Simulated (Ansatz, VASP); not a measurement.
**As in two plane-wave programs**

One calculation is typed for both programs; each brings its own data sets. How far apart do they land? The cell is taken from a series of runs on this material, whose earlier steps may have relaxed, scaled, displaced or heated it; both programs get it as it stands.

Calculated with Ansatz 0.2.0; plane waves, with VASP 6.6.1 beside it; single point at HSE06.

## 1. Starting point

The cell holds 2 atoms: 2 As. Cell: a = 3.544 Å, b = 3.544 Å, c = 26.000 Å, α = 90.0°, β = 90.0°, γ = 120.0°. Vacuum lies along c.

Coordinates:

```cif
data_structure
_symmetry_space_group_name_H-M 'P 1'
_symmetry_Int_Tables_number 1
_cell_length_a 3.5443
_cell_length_b 3.5443
_cell_length_c 26.0000
_cell_angle_alpha 90.000
_cell_angle_beta 90.000
_cell_angle_gamma 120.000
_cell_volume 282.86
loop_
_atom_site_label
_atom_site_type_symbol
_atom_site_fract_x
_atom_site_fract_y
_atom_site_fract_z
_atom_site_occupancy
As1 As 0.33333 0.66667 0.47329 1
As2 As 0.66667 0.33333 0.52671 1
```

## 2. Ansatz: single point, HSE06

Ansatz runs on its PAW soft_1 files.

A single point gives forces, pressure and levels at one fixed geometry, so differences don't come from the geometry; what else differs is listed under the comparison.

File input.yaml:

```yaml
crystal:
  lattice:
    - [3.5443329079, 0.0, 0.0]
    - [-1.7721664539, 3.0694823377, 0.0]
    - [0.0, 0.0, 26.0]
  atoms:
    - { symbol: As, position: [0.3333333333, 0.6666666667, 0.4732851741] }
    - { symbol: As, position: [0.6666666667, 0.3333333333, 0.5267148259] }
  periodic: [true, true, false]
kpoints:
  mp_grid: { grid: [6, 6, 1] }
  band_path:
    path:
      - [0.0, 0.0, 0.0]
      - [0.5, 0.0, 0.0]
      - [0.3333333333, 0.3333333333, 0.0]
      - [0.3, 0.0, 0.0]
    npoints: 1
hamiltonian:
  xc: hse06
  pseudopotentials: { kind: paw, azcp: { folder: soft_1 } }
scf:
  occupations: { method: fixed }
  n_extra_bands: 4
  convergence: { dr2_threshold: 1.0e-10 }
output:
  eigenvalues: true
```

Run with:

```
$ ansatz run input.yaml --threads 4 --pin off --max-ram 17510MiB --backend cpu --events-out ev --progress --plain --runs-dir out
```

Numbers of over 12 decimals in the logs are rounded to 6 here.

Output:

```text
scf.n_extra_bands = 4 over 15 filled bands (N_el = 30.0): the run solves 19 bands
Engine: ansatz 0.2.0, aarch64-unknown-linux-gnu
Pseudopotentials: kind: paw
Pseudopotential: As, paw, valence charge 15, recommended cutoff 420 eV (normal), soft_1/As.paw.azcp
Functional definition: HSE06
  parameter a = 0.25
  parameter omega = 0.11/bohr
  exchange = pbe_x - a*pbe_x_sr(omega) + a*exact_x_sr(omega)
  correlation = pbe_c
davidson cushion auto → on  (no smearing: the cushion is to keep the highest requested band from converging to the state above it; pin scf.eigensolver.cushion to override)
Crystal: 2 atoms, lattice volume = 282.861 Å³
Basis set: ecut = 420 eV, 5469 PW (Γ)
Bands: 19, of which v1, the nominal top of the filled ones, is band 15 counted from 1 (14 counted from 0)
Symmetry: 12 space group operations
Space group: P-3m1 (ITA 164), of the structure as read, at distance tolerance 6.6e-5 Å
k-points: 7 of 36
Non-local potential: As, projectors of the file, l = 0: 2, l = 1: 2, l = 2: 3, l = 3: 1
PAW form: soft (Blöchl's): semilocal exchange-correlation on the pseudo side does not see the compensation charge
PAW frozen core: As, regenerated for the run's functional, and the local potential with it (the file was generated under x = pbe(κ = 0.804, μ = 0.219515), c = pbe(β = 0.066725))
PAW one-centre angular grid: As, 590 points (default); XC on 64 Gauss nodes
Initial density: superposition of atomic densities (neutral atoms: chi_scale 0, normalization atom)
Initial wavefunctions: pseudopotential atomic-orbital guess
Functional: x = pbe(κ = 0.804, μ = 0.219515), c = pbe(β = 0.066725), warm-up for x = pbe(κ = 0.804, μ = 0.219515) + 0.25 (exact − pbe) at short range (hse, ω = 0.207870 Å⁻¹), c = pbe(β = 0.066725); HSE06 as pw.x's `hse` composes it (authors' and Libxc's form: `xc: wpbeh`)
iter 1 solved again at ethr=8.13e-4 eV; its pass at ethr=1.00e-1 eV (dr2=2.44e-1 eV) is discarded
SCF iter   1: F=—  HF=-9712.288711 eV  |F-HF|=—  |Δ(HF+E_count)|=         —  Δρ=1.15e-2  dr2=3.06e-1  ethr=8.13e-4  ⟨swp⟩=10.3  Hψ=876  notcnv=0
preconditioner: auto → none  [insulator: Δε(μ)=1.657 eV  Ē_g=9.755 eV  n_scr=14 (ndim 8)  ℏωp=7.0 eV  f_vac=0.782]
SCF iter   2: F=—  HF=-9712.243838 eV  |F-HF|=—  |Δ(HF+E_count)|=   4.49e-2  Δρ=5.43e-3  dr2=5.38e-2  ethr=8.13e-4  ⟨swp⟩=3.4  Hψ=328  notcnv=0
iter 3 solved again at ethr=5.61e-6 eV; its pass at ethr=1.79e-4 eV (dr2=1.68e-3 eV) is discarded
SCF iter   3: F=—  HF=-9712.241858 eV  |F-HF|=—  |Δ(HF+E_count)|=   1.98e-3  Δρ=1.00e-3  dr2=2.52e-3  ethr=5.61e-6  ⟨swp⟩=4.6  Hψ=849  notcnv=0
eigensolver tolerance schedule calibrated: the retry pair's looser diagonalisation under-reported the residual by θ = 0.33 (0.22/decade); ethr = c·dr2/N_el runs at the constant in force after the calibration composes with the one it found (an armed cap, an earlier calibration), c = 2.1e-2
SCF iter   4: F=-9712.240997 eV  HF=-9712.240989 eV  |F-HF|=8.20e-6  |Δ(HF+E_count)|=   8.70e-4  Δρ=3.64e-4  dr2=1.19e-4  ethr=1.73e-6  ⟨swp⟩=4.6  Hψ=484  notcnv=0  defer=1
SCF 1 stopped early in 4 iterations: F = -9712.240997 eV  dr2 = 1.19e-4
  greatest PAW one-centre occupation: 0.999 electrons in one spin orbital (limit 2), on the As atom at site 1 (counted from 0), in its partial waves of l = 2
Initial density: handed on by an earlier stage of this run
Initial wavefunctions: those handed on with the density
Functional: x = pbe(κ = 0.804, μ = 0.219515) + 0.25 (exact − pbe) at short range (hse, ω = 0.207870 Å⁻¹), c = pbe(β = 0.066725); HSE06 as pw.x's `hse` composes it (authors' and Libxc's form: `xc: wpbeh`)
Exchange kernel: α = 0.2500, screened, ω = 0.2079 Å⁻¹, Wigner–Seitz truncation, v(0) = 1046.1585 eV·Å³, q-mesh 6×6×1, nearest image of the exchange supercell L = 21.27 Å, pair-density grid 15×15×108, without the augmentation charges, whose exchange is taken in its separable form by FFT convolution over the k-point mesh (sized by the pseudopotential files, 24×24×180 at the most), smooth part of the exact exchange by density-matrix convolution
Frozen-core exchange: fock
SCF iter   1: F=—  HF=-9714.498564 eV  |F-HF|=—  |Δ(HF+E_count)|=         —  Δρ=2.51e-3  dr2=6.79e-3  ethr=3.97e-6  ⟨swp⟩=11.9  Hψ=722  notcnv=0
preconditioner: auto → none  [insulator: Δε(μ)=2.095 eV  Ē_g=10.777 eV  n_scr=14 (ndim 8)  ℏωp=7.0 eV  f_vac=0.790]
SCF iter   2: F=—  HF=-9714.485546 eV  |F-HF|=—  |Δ(HF+E_count)|=   1.30e-2  Δρ=1.08e-3  dr2=1.92e-3  ethr=3.97e-6  ⟨swp⟩=4.0  Hψ=509  notcnv=0
SCF iter   3: F=—  HF=-9714.485211 eV  |F-HF|=—  |Δ(HF+E_count)|=   3.35e-4  Δρ=3.54e-4  dr2=7.54e-4  ethr=8.92e-7  ⟨swp⟩=3.1  Hψ=428  notcnv=0
SCF iter   4: F=—  HF=-9714.492518 eV  |F-HF|=—  |Δ(HF+E_count)|=   7.31e-3  Δρ=2.87e-4  dr2=1.28e-4  ethr=8.46e-8  ⟨swp⟩=5.9  Hψ=597  notcnv=0  defer=2
SCF iter   5: F=—  HF=-9714.492433 eV  |F-HF|=—  |Δ(HF+E_count)|=   8.42e-5  Δρ=2.98e-5  dr2=1.32e-5  ethr=8.32e-8  ⟨swp⟩=4.0  Hψ=449  notcnv=0
SCF iter   6: F=-9714.492531 eV  HF=-9714.492532 eV  |F-HF|=1.70e-6  |Δ(HF+E_count)|=   9.90e-5  Δρ=3.78e-5  dr2=3.03e-6  ethr=7.75e-10  ⟨swp⟩=6.3  Hψ=617  notcnv=0  defer=6
SCF 2 stopped early in 6 iterations: F = -9714.492531 eV  dr2 = 3.03e-6
hybrid outer 1: dexx = +8.679e-3 eV, tail = 9.08e-5 eV
Exchange kernel: α = 0.2500, screened, ω = 0.2079 Å⁻¹, Wigner–Seitz truncation, v(0) = 1046.1585 eV·Å³, q-mesh 6×6×1, nearest image of the exchange supercell L = 21.27 Å, pair-density grid 15×15×108, without the augmentation charges, whose exchange is taken in its separable form by FFT convolution over the k-point mesh (sized by the pseudopotential files, 24×24×180 at the most), smooth part of the exact exchange by density-matrix convolution
Frozen-core exchange: fock
SCF iter   1: F=—  HF=-9714.493045 eV  |F-HF|=—  |Δ(HF+E_count)|=         —  Δρ=3.13e-5  dr2=1.17e-6  ethr=1.51e-6  ⟨swp⟩=2.3  Hψ=297  notcnv=0
preconditioner: auto → none  [insulator: Δε(μ)=2.145 eV  Ē_g=10.806 eV  n_scr=14 (ndim 8)  ℏωp=7.0 eV  f_vac=0.790]
SCF iter   2: F=—  HF=-9714.493046 eV  |F-HF|=—  |Δ(HF+E_count)|=   1.49e-6  Δρ=9.80e-6  dr2=2.08e-7  ethr=3.62e-9  ⟨swp⟩=4.7  Hψ=563  notcnv=0  defer=1
SCF iter   3: F=—  HF=-9714.493046 eV  |F-HF|=—  |Δ(HF+E_count)|=   9.98e-8  Δρ=4.10e-6  dr2=1.07e-7  ethr=4.16e-10  ⟨swp⟩=4.4  Hψ=507  notcnv=0
SCF iter   4: F=—  HF=-9714.493047 eV  |F-HF|=—  |Δ(HF+E_count)|=   5.38e-7  Δρ=2.62e-6  dr2=1.19e-8  ethr=8.33e-11  ⟨swp⟩=5.3  Hψ=493  notcnv=0  defer=4
SCF iter   5: F=—  HF=-9714.493047 eV  |F-HF|=—  |Δ(HF+E_count)|=   6.16e-9  Δρ=1.63e-6  dr2=4.20e-9  ethr=2.43e-11  ⟨swp⟩=3.3  Hψ=308  notcnv=0  defer=1
SCF iter   6: F=—  HF=-9714.493047 eV  |F-HF|=—  |Δ(HF+E_count)|=   5.24e-9  Δρ=5.45e-7  dr2=6.43e-10  ethr=9.89e-12  ⟨swp⟩=4.7  Hψ=526  notcnv=0  defer=2
SCF iter   7: F=—  HF=-9714.493047 eV  |F-HF|=—  |Δ(HF+E_count)|=  3.13e-10  Δρ=2.18e-7  dr2=9.48e-11  ethr=1.00e-12  ⟨swp⟩=4.0  Hψ=429  notcnv=0
SCF iter   8: F=-9714.493047 eV  HF=-9714.493047 eV  |F-HF|=4.73e-11  |Δ(HF+E_count)|=  7.09e-11  Δρ=5.52e-8  dr2=4.64e-11  ethr=1.00e-12  ⟨swp⟩=3.0  Hψ=330  notcnv=0
SCF 3 converged in 8 iterations: F = -9714.493047 eV  dr2 = 4.64e-11
hybrid outer 2: dexx = +8.067e-7 eV, tail = 3.12e-8 eV, Δε = 4.20e-3 eV (about 1.50e-4 eV left of the loop's levels)
NSCF: frozen V_eff on 4 k-points
hybrid SCF converged: 2 outer / 14 inner (+4 warm-up), last move |dexx| = 8.07e-7 eV, tail = 3.12e-8 eV
Stability not checked: this state was not tested for a lower state beside it, because the functional holds exact exchange (a hybrid, or Hartree-Fock), whose exchange loop this test does not read (fock_operator; see scf.lower_state_search)
Free energy (F): -9714.493047 eV
Frozen-core exchange: fock
Harris-Foulkes:  -9714.493047 eV  (|F-HF|=4.73e-11)
Internal energy: -9714.493047 eV  (E = F + TS)
E sigma→0 (E₀):  -9714.493047 eV
Fermi energy:    -5.674897 eV
--- Per-component energies (eV) ---
  E_band       = -1003.823575
  E_kinetic    = 191.621793
  E_local      = -45414.376389  (includes V_loc(G=0)·N_el)
  E_nonlocal   = -789.158975
  E_hartree    = 22732.018551
  E_xc         = -113.494383
  E_vxc        = -117.687257  (∫ρ·V_xc dr)
  E_exx        = -122.069453  (= α·E_x^exact, valence–valence)
  E_paw        = -3929.831586  (= ΣΔE_a)
  E_vpaw       = -94.121164  (= ΣTr[D̂ρ^β])
  E_aug_tail   = -0.000014  (compensation charges beyond the density's cutoff)
  E_ewald      = 17732.317884
  E_core_change = -1.520473  (= ΣΔE_core)
  E_smearing   = -0.000000  (= −TS)
  E_closure    = -0.000000  (closes the sum)
  Σ components = -9714.493047   (vs F -9714.493047, Δ=-1.82e-12)
--- Band table (eV; the first three rows and the last of 7) ---
  k-point 0: bands = [... 11 lower, -13.7177, -6.5193, -5.6749, -5.6749, -2.7336, -1.3184, -1.3184, -0.4128]
  k-point 1: bands = [... 11 lower, -13.6408, -8.2002, -6.4453, -6.3403, -2.6947, -0.6754, -0.5888, 0.1348]
  k-point 2: bands = [... 11 lower, -14.3837, -9.9545, -7.4733, -6.6429, -3.5293, -1.1114, -0.1674, 1.1542]
  k-point 6: bands = [... 11 lower, -16.7453, -10.7715, -8.0493, -8.0493, -3.2169, -0.2420, -0.2420, 3.1001]
  the weakly bound empty levels are not read free of the cell's end (exact_exchange)
```

In the SCF lines HF is the Harris–Foulkes energy and dr2 the Hartree energy of the density residual, in eV; the loop may stop once dr2 is under the threshold and the program's other checks hold. Hψ counts applications of the Hamiltonian.

## 3. VASP: single point, HSE06

The same cell, functional and mesh now go to VASP, with its own data sets.

Lines of VASP's logs that name or quote its potential files are left out, and so is its time.

The run reads the wave functions of an earlier VASP run, which isn't shown here.

File INCAR:

```
SYSTEM = As
PREC = Accurate
ENCUT = 400
EDIFF = 1E-06
NELM = 100
ISMEAR = 0
SIGMA = 0.01
LREAL = .FALSE.
ALGO = Normal
LHFCALC = .TRUE.
AEXX = 0.25
GGA = PE
HFSCREEN = 0.208
LASPH = .TRUE.
NBANDS = 11
PRECFOCK = Fast
LORBIT = 11
LWAVE = .FALSE.
LCHARG = .FALSE.
KPAR = 4
NCORE = 2
ISIF = 2
LDIPOL = .TRUE.
IDIPOL = 3
DIPOL = 0.5 0.5 0.5
LVHAR = .TRUE.
```

File POSCAR:

```
As
1.0
    3.5443329079      0.0000000000      0.0000000000
   -1.7721664539      3.0694823377      0.0000000000
    0.0000000000      0.0000000000     26.0000000000
As
2
Direct
    0.3333333333      0.6666666667      0.4732851741
    0.6666666667      0.3333333333      0.5267148259
```

File KPOINTS:

```
Automatic mesh
0
Gamma
6 6 1
0 0 0
```

Potentials, in the order of the species: As (PBE family, release 64).

Run with:

```
$ mpirun -np 8 vasp_std
```

Output:

```text
[banner, memory and clock lines left out]
running    8 mpi-ranks, on    1 nodes
 distrk:  each k-point on    2 cores,    4 groups
 distr:  one band on    2 cores,    1 groups

 POSCAR found type information on POSCAR As
 POSCAR found :  1 types and       2 ions
 LDA part: xc-table for (Slater+PW92), standard interpolation
 found WAVECAR, reading the header
 POSCAR, INCAR and KPOINTS ok, starting setup
 FFT: planning ... GRIDC
 FFT: planning ... GRID_SOFT
 FFT: planning ... GRID
 reading WAVECAR
 the WAVECAR file was read successfully
 initial charge from wavefunction
 entering main loop
       N       E                     dE             d eps       ncg     rms          rms(c)
DAV:   1    -0.112144748005E+02   -0.11214E+02   -0.68906E-01   169   0.563E+00    0.254E+00
DAV:   2    -0.112173836070E+02   -0.29088E-02   -0.81896E-03   194   0.551E-01    0.164E+00
DAV:   3    -0.112158415171E+02    0.15421E-02   -0.11276E-03   183   0.177E-01    0.954E-01
DAV:   4    -0.112153333489E+02    0.50817E-03   -0.43417E-04   189   0.107E-01    0.530E-01
DAV:   5    -0.112151837657E+02    0.14958E-03   -0.12568E-04   213   0.579E-02    0.295E-01
DAV:   6    -0.112151416923E+02    0.42073E-04   -0.33613E-05   174   0.309E-02    0.165E-01
DAV:   7    -0.112151316898E+02    0.10003E-04   -0.93747E-06   198   0.170E-02    0.918E-02
DAV:   8    -0.112151311246E+02    0.56519E-06   -0.27539E-06   196   0.956E-03
   1 F= -.11215131E+02 E0= -.11215131E+02  d E =-.158012E-64
```

Parts of OUTCAR (step 3):

```text
ion  position               nearest neighbor table
   1  0.333  0.667  0.473-   2 2.47   2 2.47   2 2.47
   2  0.667  0.333  0.527-   1 2.47   1 2.47   1 2.47

  LATTYP: Found a hexagonal cell.
 ALAT       =     3.5443329079
 C/A-ratio  =     7.3356540358

 Subroutine GETGRP returns: Found 12 space group operations
 (whereof 12 operations were pure point group operations)

The static configuration has the point symmetry D_3d.

 Found      7 irreducible k-points:

   k-points           NKPTS =      7   k-points in BZ     NKDIM =     36   number of bands    NBANDS=     11

   dimension x,y,z NGX =    24 NGY =   24 NGZ =  180
   dimension x,y,z NGXF=    48 NGYF=   48 NGZF=  360

   ENCUT  =  400.0 eV  29.40 Ry    5.42 a.u.   5.78  5.78 42.40*2*pi/ulx,y,z

   NELECT =      10.0000    total number of electrons

 k-points in reciprocal lattice and weights: Automatic mesh
   0.00000000  0.00000000  0.00000000       0.028
   0.16666667  0.00000000  0.00000000       0.167
   0.33333333  0.00000000  0.00000000       0.167
   0.50000000  0.00000000  0.00000000       0.083
   0.16666667  0.16666667  0.00000000       0.167
   0.33333333  0.16666667  0.00000000       0.333
   0.33333333  0.33333333  0.00000000       0.056

  exchange ACFDT corr.  =         0.00000000  see jH, gK, PRB 81, 115126

 dipolmoment           0.000000      0.000000      0.000000 electrons x Angstroem

 average (electrostatic) potential at core
       1 -54.5103       2 -54.5103

 E-fermi :  -4.0942

 k-point     1 :       0.0000    0.0000    0.0000
  band No.  band energies     occupation
      1     -19.4717      2.00000
      2     -12.2299      2.00000
      3      -5.0154      2.00000
      4      -4.2130      2.00000
      5      -4.2130      2.00000
      6      -1.2866      0.00000
      7       0.1496      0.00000
      8       0.1496      0.00000
      9       1.1394      0.00000
     10       1.3732      0.00000
    ...

 k-point     2 :       0.1667    0.0000    0.0000
  band No.  band energies     occupation
      1     -19.0454      2.00000
      2     -12.1597      2.00000
      3      -6.7292      2.00000
      4      -4.9787      2.00000
      5      -4.8375      2.00000
      6      -1.2209      0.00000
      7       0.8115      0.00000
      8       0.8792      0.00000
      9       1.6786      0.00000
     10       1.8961      0.00000
    ...

 k-point     3 :       0.3333    0.0000    0.0000
  band No.  band energies     occupation
      1     -17.8311      2.00000
      2     -12.9249      2.00000
      3      -8.4593      2.00000
      4      -6.0021      2.00000
      5      -5.1426      2.00000
      6      -2.0493      0.00000
      7       0.3678      0.00000
      8       1.3068      0.00000
      9       2.7015      0.00000
     10       2.9757      0.00000
    ...

  Total        0.1750376      0.1750376     -0.3816008      0.0000000      0.0000000     -0.0000000
  in kB        0.9914458      0.9914458     -2.1614582      0.0000000      0.0000000     -0.0000000
  external PRESSURE =      -0.0595222 kB  Pullay stress =       0.0000000 kB

  energy-cutoff  :      400.00
  volume of cell :      282.86
      direct lattice vectors                 reciprocal lattice vectors
     3.544332908  0.000000000  0.000000000     0.282140540  0.162893917  0.000000000
    -1.772166454  3.069482338  0.000000000     0.000000000  0.325787833  0.000000000
     0.000000000  0.000000000 26.000000000     0.000000000  0.000000000  0.038461538

 POSITION                                       TOTAL-FORCE (eV/Angst)
 -----------------------------------------------------------------------------------
     -0.00000      2.04632     12.30541        -0.000000     -0.000000      0.257816
      1.77217      1.02316     13.69459         0.000000      0.000000     -0.257816
 -----------------------------------------------------------------------------------
    total drift:                               -0.000000     -0.000000      0.000000

  FREE ENERGIE OF THE ION-ELECTRON SYSTEM (eV)
  ---------------------------------------------------
  free  energy   TOTEN  =       -11.2151311246 eV

  energy  without entropy=      -11.2151311246  energy(sigma->0) =      -11.21513112

 vacuum level on the upper side and lower side of the slab         1.493         1.493

 total charge
# of ion       s       p       d       tot
------------------------------------------
    1        1.310   1.411   0.049   2.769
    2        1.310   1.411   0.049   2.769
--------------------------------------------------
tot          2.619   2.822   0.098   5.539

[... 3 further parts left out ...]
```

The k-mesh is coarse for exact exchange; levels may shift by about 0.1 eV on a finer one.

## 4. Differences

Known differences besides the potentials themselves: exact exchange at q = 0 is treated differently, which shows on coarse meshes; VASP keeps PBE cores, Ansatz makes them for the functional; fixed occupations in Ansatz, narrow Gaussian smearing in VASP; Ansatz cuts the interaction across the vacuum, VASP repeats the sheet with a dipole correction; the data sets hold 30 valence electrons in Ansatz (on its PAW soft_1 files) and 10 in VASP; the cutoff is 420 eV in Ansatz and 400 eV in VASP; VASP takes a coarser grid for exact exchange (PRECFOCK = Fast). Total energies have different zeros and are not compared.

Compared:

```tsv
quantity	Ansatz	VASP	difference
gap on the k mesh (eV)	2.146	2.164	-0.018
```

A gap on the mesh is an upper bound, since the band edges may lie between its points. With vacuum in the cell, a pressure given here is an average over mostly empty space and none of the material.

## 5. Summary of results

```json
{
 "difference in gap on the k mesh (single point, HSE06)": "-0.018 eV"
}
```

**Reading.** The difference in gap on the k mesh is -0.018 eV (single point, HSE06), within the 0.08 eV picked in this series as the mark of a large difference. The data sets hold unlike numbers of valence electrons (30 in Ansatz and 10 in VASP), so part of the differences comes from the potentials. Such differences can come from data sets, numerical settings and the points named under the comparisons, not from the functional's error against experiment.

[Lines on the potential files, build, host, timing and source positions are cut from VASP's logs without a mark.]

[Logs are printed without paths, hosts, clocks, repeated set-up lines and the standing remarks that a program may print on its own settings, such as how far it seeks lower states.]

[Hosts, paths, dates, database ids (printed as entryN), source tags and the programs' standing remarks are cut or masked in the printed files.]
